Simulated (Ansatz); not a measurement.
Run on Ge (bcc type): DFT, PBE, all-electron LAPW, scalar-relativistic (Ansatz 0.2.0). This run: bcc relaxed under pressure.

The cell comes from a relaxation on PAW files under the same functional, begun from a prototype that needn't be the stable phase.

Command: `ansatz run input.yaml --threads 2 --pin off --max-ram 5120MiB --backend cpu --events-out ev --progress --plain --runs-dir out` It took 7.6 s on 2 threads of Intel(R) Xeon(R) 6975P-C (Granite Rapids), on a shared host, peak memory 0.38 GiB.

```yaml
crystal:
  lattice:
    - [-1.5669888887, 1.5669888887, 1.5669888887]
    - [1.5669888887, -1.5669888887, 1.5669888887]
    - [1.5669888887, 1.5669888887, -1.5669888887]
  atoms:
    - { symbol: Ge, position: [0.0, 0.0, 0.0] }
kpoints:
  mp_grid: { grid: [17, 17, 17] }
scf:
  occupations: { method: fermi_dirac, width: 0.05 }
hamiltonian:
  xc: pbe
  pseudopotentials: { kind: all_electron, lapw: { basis_error: 0.0005 } }
output:
  forces: true
  stress: true
  eigenvalues: true
relax:
  f_tol: 0.005
  max_steps: 12
  cell: { p_target: 24.0, stress_tol: 0.03 }
```

Output:

```
The last accepted step is kept in <dir> (removed where the run ends without a failure and the disk answers)
LAPW: plane waves up to 8.652 Å⁻¹, error target 5.0e-4 eV per atom; small_component_spin mean_spin; Ge in spheres of 1.316 Å, 22 of its electrons in bands, Dirac shells [] (how accurate: hamiltonian.pseudopotentials.lapw.basis_error, Limitations)
Engine: ansatz 0.2.0
Pseudopotentials: kind: all_electron
Pseudopotential: Ge, LAPW, valence charge 22, lapw/all_electron/scalar/gaussian/Ge, Koelling and Harmon's equation, gaussian nucleus
Functional definition: PBE
  parameter kappa = 0.804
  parameter beta = 0.06672455060314922
  exchange = pbe_x(kappa = kappa, mu = beta*pi^2/3)
  correlation = pbe_c(beta = beta)
Crystal: 1 atoms, lattice volume = 15.391 Å³
Basis set: ecut = 285.2166531909126 eV, 177 PW (Γ), exchange–correlation at level 2
Bands: 15, of which v1, the nominal top of the filled ones, is band 11 counted from 1 (10 counted from 0)
Symmetry: 48 space group operations
Space group: Im-3m (ITA 229), of the structure as read, at distance tolerance 2.5e-5 Å
k-points: 165 of 4913
Non-local potential: Ge, projectors of the file, none
Initial density: superposition of atomic densities (chi_scale 0.1, normalization cell)
Initial wavefunctions: plane waves of lowest kinetic energy (no species holds an atomic orbital)
Functional: x = pbe(κ = 0.804, μ = 0.2195149727645171), c = pbe(β = 0.06672455060314922)
iter 1 solved again at ethr=2.29e-5 eV; its pass at ethr=1.00e-1 eV (dr2=5.04e-3 eV) is discarded
SCF iter   1: F=—  HF=-57115.760484 eV  |F-HF|=—  |Δ(HF+E_count)|=         —  Δρ=8.81e-3  dr2=5.06e-3  ethr=2.29e-5  ⟨swp⟩=3.5  Hψ=17691  notcnv=0
preconditioner: auto → none  [insulator: Δε(μ)=0.144 eV  Ē_g=28.120 eV  σ=0.050 eV  W_gap=0.56  n_scr=12 (ndim 8)  ℏωp=35.4 eV  f_vac=0.000  D(μ)=0.17/eV (n_scr^D=0)  ε∞_Penn≈2.6]
SCF iter   2: F=—  HF=-57115.744957 eV  |F-HF|=—  |Δ(HF+E_count)|=   1.55e-2  Δρ=3.99e-3  dr2=1.01e-3  ethr=2.29e-5  ⟨swp⟩=2.0  Hψ=7134  notcnv=0
SCF iter   3: F=—  HF=-57115.743318 eV  |F-HF|=—  |Δ(HF+E_count)|=   1.64e-3  Δρ=1.96e-3  dr2=2.46e-4  ethr=4.59e-6  ⟨swp⟩=2.0  Hψ=7071  notcnv=0
iter 4 solved again at ethr=4.16e-8 eV; its pass at ethr=1.12e-6 eV (dr2=9.15e-6 eV) is discarded
SCF iter   4: F=—  HF=-57115.743170 eV  |F-HF|=—  |Δ(HF+E_count)|=   1.49e-4  Δρ=3.30e-4  dr2=9.14e-6  ethr=4.16e-8  ⟨swp⟩=2.0  Hψ=12138  notcnv=0
SCF iter   5: F=-57115.743174 eV  HF=-57115.743174 eV  |F-HF|=3.65e-9  |Δ(HF+E_count)|=   4.08e-6  Δρ=8.69e-6  dr2=6.98e-9  ethr=4.16e-8  ⟨swp⟩=2.0  Hψ=7071  notcnv=0
SCF 1 converged in 5 iterations: F = -57115.743174 eV  dr2 = 6.98e-9
relax step   1: F+E_penalty+E_count = -57115.74317360 eV  Δ(F+E_penalty+E_count) = +0.000e0 eV  max|allowed force component| = 0.000e0 eV/Å  Δτ_max = 0.0000 Å  P = +24.073 GPa  Ω = 15.391 Å³  (5 SCF iters, accepted)
Crystal: 1 atoms, lattice volume = 15.402 Å³
Basis set: ecut = 285.0720291024335 eV, 177 PW (Γ), exchange–correlation at level 2
Initial density: handed on by an earlier stage of this run
Initial wavefunctions: those handed on with the density
iter 1 solved again at ethr=3.71e-11 eV; its pass at ethr=1.00e-1 eV (dr2=8.17e-9 eV) is discarded
SCF iter   1: F=—  HF=-57115.744929 eV  |F-HF|=—  |Δ(HF+E_count)|=         —  Δρ=3.63e-6  dr2=1.24e-9  ethr=3.71e-11  ⟨swp⟩=5.5  Hψ=14908  notcnv=0
preconditioner: auto → Kerker (q_TF=auto, 2.895 Å⁻¹)  [metal: Δε(μ)=0.106 eV  Ē_g=28.485 eV  σ=0.050 eV  W_gap=0.43  n_scr=12 (ndim 8)  ℏωp=35.4 eV  f_vac=0.000  D(μ)=0.15/eV (n_scr^D=0)]
SCF iter   2: F=-57115.744929 eV  HF=-57115.744929 eV  |F-HF|=1.89e-10  |Δ(HF+E_count)|=   3.41e-9  Δρ=2.28e-6  dr2=4.44e-10  ethr=5.66e-12  ⟨swp⟩=2.0  Hψ=7071  notcnv=0
SCF 2 converged in 2 iterations: F = -57115.744929 eV  dr2 = 4.44e-10
relax step   2: F+E_penalty+E_count = -57115.74492906 eV  Δ(F+E_penalty+E_count) = -1.755e-3 eV  max|allowed force component| = 0.000e0 eV/Å  Δτ_max = 0.0000 Å  P = +23.949 GPa  Ω = 15.402 Å³  (2 SCF iters, accepted)
Crystal: 1 atoms, lattice volume = 15.398 Å³
Basis set: ecut = 285.1313516021295 eV, 177 PW (Γ), exchange–correlation at level 2
iter 1 solved again at ethr=6.86e-12 eV; its pass at ethr=1.00e-1 eV (dr2=1.51e-9 eV) is discarded
SCF iter   1: F=—  HF=-57115.744210 eV  |F-HF|=—  |Δ(HF+E_count)|=         —  Δρ=4.41e-6  dr2=1.70e-9  ethr=6.86e-12  ⟨swp⟩=5.5  Hψ=14855  notcnv=0
preconditioner: auto → Kerker (q_TF=auto, 2.895 Å⁻¹)  [metal: Δε(μ)=0.104 eV  Ē_g=28.487 eV  σ=0.050 eV  W_gap=0.42  n_scr=12 (ndim 8)  ℏωp=35.4 eV  f_vac=0.000  D(μ)=0.15/eV (n_scr^D=0)]
SCF iter   2: F=-57115.744210 eV  HF=-57115.744210 eV  |F-HF|=2.69e-10  |Δ(HF+E_count)|=  1.53e-10  Δρ=3.05e-6  dr2=8.62e-10  ethr=6.86e-12  ⟨swp⟩=2.0  Hψ=7071  notcnv=0
SCF 3 converged in 2 iterations: F = -57115.744210 eV  dr2 = 8.62e-10
relax step   3: F+E_penalty+E_count = -57115.74420983 eV  Δ(F+E_penalty+E_count) = +7.192e-4 eV  max|allowed force component| = 0.000e0 eV/Å  Δτ_max = 0.0000 Å  P = +24.000 GPa  Ω = 15.398 Å³  (2 SCF iters, accepted)
iter 1 solved again at ethr=3.88e-12 eV; its pass at ethr=1.00e-1 eV (dr2=8.53e-10 eV) is discarded
SCF iter   1: F=—  HF=-57115.744210 eV  |F-HF|=—  |Δ(HF+E_count)|=         —  Δρ=3.04e-6  dr2=8.53e-10  ethr=3.88e-12  ⟨swp⟩=2.0  Hψ=11754  notcnv=0
SCF iter   2: F=-57115.744210 eV  HF=-57115.744210 eV  |F-HF|=1.75e-10  |Δ(HF+E_count)|=  2.18e-11  Δρ=2.07e-6  dr2=4.04e-10  ethr=3.88e-12  ⟨swp⟩=2.0  Hψ=7071  notcnv=0
SCF 4 converged in 2 iterations: F = -57115.744210 eV  dr2 = 4.04e-10
relax step   4: F+E_penalty+E_count = -57115.74420982 eV  Δ(F+E_penalty+E_count) = +4.307e-9 eV  max|allowed force component| = 0.000e0 eV/Å  Δτ_max = 0.0000 Å  P = +24.000 GPa  Ω = 15.398 Å³  stress off target by 4.71e-5 GPa  SCF on the basis re-selected at this cell (its energy is not comparable with the rows above)  (2 SCF iters)
basis re-selected at this cell: Δ(F+E_penalty+E_count) = +4.307e-9 eV, ΔP = -0.000 GPa vs the last step (what re-selecting the basis moved, after the strain that the cell walked since its last selection, with what the two solves' SCF thresholds leave and, on support functions, any second-order correction that the steps lacked; it is no measure of the basis error at this ecutwfc). This SCF's stress stands 4.71e-5 GPa from its target on what of the cell is left free (relax.cell.stress_tol is 3.00e-2 GPa) and its largest allowed force component is 0.00e0 eV/Å (relax.f_tol is 5.00e-3 eV/Å): within both
SCF converged after 2 iterations
Free energy (F): -57115.744210 eV
Harris-Foulkes:  -57115.744210 eV  (|F-HF|=1.75e-10)
Internal energy: -57115.742692 eV  (E = F + TS)
E sigma→0 (E₀):  -57115.743451 eV
Entropy (-TS):   -0.001518 eV (-1.518 meV/atom)
Fermi energy:    16.493667 eV
--- Per-component energies (eV) ---
  E_band       = -902.374844
  E_kinetic    = 58319.964320
  E_xc         = -2171.635056
  E_electrostatic = -113264.071956  (all electrons and nuclei)
  E_smearing   = -0.001518  (= −TS)
  E_closure    = 0.000000  (closes the sum)
  E_atoms      = -57111.799917  (free atoms, spherical and without spin; not in F)
  Σ components = -57115.744210   (vs F -57115.744210, Δ=0.00e0)
  Basis errors (estimates in eV, not in F): energy 1.3e-4 per atom: plane waves 1.3e-4 (6.8e-5 summed), levels above the bands 2.4e-122, relativity 1.3e-8, radial functions 1.6e-6, core shells 2.1e-14; eigenvalues (radial functions only) 6.7e-6; not estimated: angular momenta, meshes, grids; target (lapw.basis_error) 5.0e-4; muffin-tin radii Ge 1.317 Å
--- Forces (eV/Å), atoms counted from 1 ---
  atom   1  Ge    -0.00000000     0.00000000    -0.00000000
  max |Σ_I F_I| component: 3.62e-31 eV/Å
--- Stress (GPa, compression-positive) ---
       23.999953      -0.000000      -0.000000
       -0.000000      23.999953      -0.000000
       -0.000000      -0.000000      23.999953
  P = ⅓ Tr σ = 24.0000 GPa (240.000 kbar)
--- Band table (eV; the first three rows and the last of 165) ---
  k-point 0: bands = ["-147.3678", "-94.4981", "-94.4981", "-94.4981", "-8.3733", "-8.3733", "-8.3733", "-8.2209", "-8.2209", "1.4950", "28.0441", "28.0441", "28.0441", "32.9814", "32.9814"]
  k-point 1: bands = ["-147.3678", "-94.4982", "-94.4981", "-94.4981", "-8.3753", "-8.3711", "-8.3651", "-8.2231", "-8.2211", "1.6020", "27.0602", "27.5056", "27.8885", "32.0694", "32.1878"]
  k-point 2: bands = ["-147.3678", "-94.4987", "-94.4983", "-94.4981", "-8.3810", "-8.3654", "-8.3418", "-8.2288", "-8.2214", "1.9237", "24.8103", "26.3993", "27.4448", "30.8161", "30.9518"]
  k-point 164: bands = ["-147.3671", "-94.5020", "-94.5020", "-94.5020", "-8.4211", "-8.4193", "-8.1527", "-8.1527", "-8.1519", "14.5027", "15.9026", "15.9026", "16.4829", "20.7360", "21.1783"]
--- Relaxed structure (3 steps of the walk, 3 accepted, 1 SCFs on fresh bases) ---
  F+E_penalty+E_count = -57115.74420982 eV   max|allowed force component| = 0.000e0 eV/Å   (the final SCF, on the basis selected at the relaxed cell)
  cell:  # Å, volume = 15.3976 Å³
    - [-1.5672232660236953, 1.5672232660236953, 1.5672232660236953]
    - [1.5672232660236953, -1.5672232660236953, 1.5672232660236953]
    - [1.5672232660236953, 1.5672232660236953, -1.5672232660236953]
  atoms:
    - { symbol: Ge, position: [0.0, 0.0, 0.0] }
```

Next run (hcp relaxed under pressure), as changes to the input before:

```diff
   lattice:
-    - [-1.5669888887, 1.5669888887, 1.5669888887]
-    - [1.5669888887, -1.5669888887, 1.5669888887]
-    - [1.5669888887, 1.5669888887, -1.5669888887]
+    - [2.7927761422, 0.0, 0.0]
+    - [-1.3963880711, 2.4186150862, 0.0]
+    - [0.0, 0.0, 4.5710421975]
   atoms:
-    - { symbol: Ge, position: [0.0, 0.0, 0.0] }
+    - { symbol: Ge, position: [0.3333333333, 0.6666666667, 0.25] }
+    - { symbol: Ge, position: [0.6666666667, 0.3333333333, 0.75] }
 kpoints:
-  mp_grid: { grid: [17, 17, 17] }
+  mp_grid: { grid: [16, 16, 9] }
 scf:
```

Results part of the output:

```
basis re-selected at this cell: Δ(F+E_penalty+E_count) = +6.206e-8 eV, ΔP = -0.000 GPa vs the last step (what re-selecting the basis moved, after the strain that the cell walked since its last selection, with what the two solves' SCF thresholds leave and, on support functions, any second-order correction that the steps lacked; it is no measure of the basis error at this ecutwfc). This SCF's stress stands 1.09e-4 GPa from its target on what of the cell is left free (relax.cell.stress_tol is 3.00e-2 GPa) and its largest allowed force component is 1.73e-18 eV/Å (relax.f_tol is 5.00e-3 eV/Å): within both
SCF converged after 2 iterations
Free energy (F): -114231.500321 eV
Harris-Foulkes:  -114231.500321 eV  (|F-HF|=2.62e-10)
Internal energy: -114231.496745 eV  (E = F + TS)
E sigma→0 (E₀):  -114231.498533 eV
Entropy (-TS):   -0.003576 eV (-1.788 meV/atom)
Fermi energy:    16.572753 eV
--- Per-component energies (eV) ---
  E_band       = -1806.756377
  E_kinetic    = 116640.009527
  E_xc         = -4343.225934
  E_electrostatic = -226528.280338  (all electrons and nuclei)
  E_smearing   = -0.003576  (= −TS)
  E_closure    = 0.000000  (closes the sum)
  E_atoms      = -114223.599835  (free atoms, spherical and without spin; not in F)
  Σ components = -114231.500321   (vs F -114231.500321, Δ=0.00e0)
  Basis errors (estimates in eV, not in F): energy 1.1e-4 per atom: plane waves 1.1e-4 (5.8e-5 summed), levels above the bands 2.3e-83, relativity 8.3e-9, radial functions 1.2e-6, core shells 7.6e-13; eigenvalues (radial functions only) 4.8e-7; not estimated: angular momenta, meshes, grids; target (lapw.basis_error) 5.0e-4; muffin-tin radii Ge 1.355 Å
--- Forces (eV/Å), atoms counted from 1 ---
  atom   1  Ge     0.00000000     0.00000000     0.00000000
  atom   2  Ge     0.00000000    -0.00000000     0.00000000
  max |Σ_I F_I| component: 6.94e-18 eV/Å
--- Stress (GPa, compression-positive) ---
       23.999891       0.000000       0.000000
        0.000000      23.999891       0.000000
        0.000000       0.000000      24.000083
  P = ⅓ Tr σ = 24.0000 GPa (240.000 kbar)
--- Band table (eV; the first three rows and the last of 150) ---
  k-point 0: bands = ["-147.4136", "-147.4133", "-94.5468", "-94.5468", "-94.5461", "-94.5461", "-94.5449", "-94.5407", "-8.4134", "-8.3927", "-8.3813", "-8.3813", "-8.3669", "-8.3669", "-8.3308", "-8.3308", "-8.2273", "-8.2273", "1.4554", "8.1211", "9.6203", "24.7993", "24.7993", "27.0292", "27.0292", "27.7453", "29.8387"]
  k-point 1: bands = ["-147.4136", "-147.4133", "-94.5468", "-94.5468", "-94.5461", "-94.5461", "-94.5448", "-94.5409", "-8.4123", "-8.3928", "-8.3843", "-8.3843", "-8.3687", "-8.3687", "-8.3243", "-8.3243", "-8.2291", "-8.2291", "1.5451", "7.1566", "10.7601", "24.8745", "24.8745", "26.4572", "27.0133", "27.0133", "29.8948"]
  k-point 2: bands = ["-147.4136", "-147.4133", "-94.5468", "-94.5468", "-94.5462", "-94.5462", "-94.5444", "-94.5412", "-8.4094", "-8.3935", "-8.3892", "-8.3892", "-8.3737", "-8.3737", "-8.3091", "-8.3091", "-8.2344", "-8.2344", "1.8147", "5.8637", "12.5779", "24.1133", "25.0950", "25.0950", "26.9330", "26.9330", "30.0617"]
  k-point 149: bands = ["-147.4132", "-147.4132", "-94.5491", "-94.5491", "-94.5487", "-94.5486", "-94.5423", "-94.5423", "-8.4134", "-8.4133", "-8.3625", "-8.3345", "-8.3211", "-8.3156", "-8.2943", "-8.2936", "-8.2234", "-8.2197", "10.2011", "10.7583", "12.0499", "12.5706", "13.2953", "14.0376", "23.2367", "23.7608", "27.5629"]
--- Relaxed structure (3 steps of the walk, 3 accepted, 1 SCFs on fresh bases) ---
  F+E_penalty+E_count = -114231.50032050 eV   max|allowed force component| = 1.735e-18 eV/Å   (the final SCF, on the basis selected at the relaxed cell)
  cell:  # Å, volume = 30.8892 Å³
    - [2.7932585026832877, 0.0, 0.0]
    - [-1.3966292513416438, 2.419032822660611, 0.0]
    - [0.0, 0.0, 4.571453986144681]
  atoms:
    - { symbol: Ge, position: [0.33333333333333326, 0.6666666666666665, 0.24999999999999997] }
    - { symbol: Ge, position: [0.6666666666666665, 0.33333333333333326, 0.75] }
```

Next run (sc relaxed under pressure), as changes to the input before:

```diff
   lattice:
-    - [2.7927761422, 0.0, 0.0]
-    - [-1.3963880711, 2.4186150862, 0.0]
-    - [0.0, 0.0, 4.5710421975]
+    - [2.5213543124, 0.0, 0.0]
+    - [0.0, 2.5213543124, 0.0]
+    - [0.0, 0.0, 2.5213543124]
   atoms:
-    - { symbol: Ge, position: [0.3333333333, 0.6666666667, 0.25] }
-    - { symbol: Ge, position: [0.6666666667, 0.3333333333, 0.75] }
+    - { symbol: Ge, position: [0.0, 0.0, 0.0] }
 kpoints:
-  mp_grid: { grid: [16, 16, 9] }
+  mp_grid: { grid: [15, 15, 15] }
 scf:
```

Results part of the output:

```
basis re-selected at this cell: Δ(F+E_penalty+E_count) = -7.276e-11 eV, ΔP = -0.000 GPa vs the last step (what re-selecting the basis moved, after the strain that the cell walked since its last selection, with what the two solves' SCF thresholds leave and, on support functions, any second-order correction that the steps lacked; it is no measure of the basis error at this ecutwfc). This SCF's stress stands 1.00e-2 GPa from its target on what of the cell is left free (relax.cell.stress_tol is 3.00e-2 GPa) and its largest allowed force component is 0.00e0 eV/Å (relax.f_tol is 5.00e-3 eV/Å): within both
SCF converged after 2 iterations
Free energy (F): -57115.825955 eV
Harris-Foulkes:  -57115.825955 eV  (|F-HF|=3.64e-11)
Internal energy: -57115.823046 eV  (E = F + TS)
E sigma→0 (E₀):  -57115.824501 eV
Entropy (-TS):   -0.002909 eV (-2.909 meV/atom)
Fermi energy:    15.448524 eV
--- Per-component energies (eV) ---
  E_band       = -923.242706
  E_kinetic    = 58320.255423
  E_xc         = -2171.793559
  E_electrostatic = -113264.284910  (all electrons and nuclei)
  E_smearing   = -0.002909  (= −TS)
  E_closure    = 0.000000  (closes the sum)
  E_atoms      = -57111.799917  (free atoms, spherical and without spin; not in F)
  Σ components = -57115.825955   (vs F -57115.825955, Δ=0.00e0)
  Basis errors (estimates in eV, not in F): energy 1.7e-4 per atom: plane waves 1.6e-4 (8.9e-5 summed), levels above the bands 1.9e-64, relativity 1.2e-8, radial functions 4.6e-6, core shells 4.8e-13; eigenvalues (radial functions only) 4.3e-7; not estimated: angular momenta, meshes, grids; target (lapw.basis_error) 5.0e-4; muffin-tin radii Ge 1.223 Å
--- Forces (eV/Å), atoms counted from 1 ---
  atom   1  Ge    -0.00000000     0.00000000    -0.00000000
  max |Σ_I F_I| component: 8.22e-33 eV/Å
--- Stress (GPa, compression-positive) ---
       23.989990      -0.000000       0.000000
       -0.000000      23.989990      -0.000000
        0.000000      -0.000000      23.989990
  P = ⅓ Tr σ = 23.9900 GPa (239.900 kbar)
--- Band table (eV; the first three rows and the last of 120) ---
  k-point 0: bands = ["-148.3011", "-95.4274", "-95.4274", "-95.4274", "-9.5235", "-9.5235", "-9.0784", "-9.0784", "-9.0784", "0.7958", "23.2716", "23.2716", "23.2716", "26.2701", "26.2701"]
  k-point 1: bands = ["-148.3011", "-95.4278", "-95.4274", "-95.4274", "-9.5222", "-9.5091", "-9.0836", "-9.0836", "-9.0780", "0.8995", "21.6094", "23.3769", "23.3769", "26.3581", "27.5983"]
  k-point 2: bands = ["-148.3010", "-95.4291", "-95.4273", "-95.4273", "-9.5188", "-9.4685", "-9.0982", "-9.0982", "-9.0768", "1.2109", "19.0571", "23.6890", "23.6890", "26.6213", "28.8151"]
  k-point 119: bands = ["-148.2990", "-95.4360", "-95.4360", "-95.4360", "-9.3475", "-9.3468", "-9.3468", "-8.9497", "-8.9497", "14.8235", "15.8131", "15.8131", "18.0499", "22.3615", "22.6167"]
--- Relaxed structure (2 steps of the walk, 2 accepted, 1 SCFs on fresh bases) ---
  F+E_penalty+E_count = -57115.82595543 eV   max|allowed force component| = 0.000e0 eV/Å   (the final SCF, on the basis selected at the relaxed cell)
  cell:  # Å, volume = 16.0335 Å³
    - [2.5216008632155216, 1.0030885127016853e-36, 2.0061770254033706e-36]
    - [1.0030885127016853e-36, 2.5216008632155216, 0.0]
    - [2.0061770254033706e-36, 0.0, 2.5216008632155216]
  atoms:
    - { symbol: Ge, position: [0.0, 0.0, 0.0] }
```
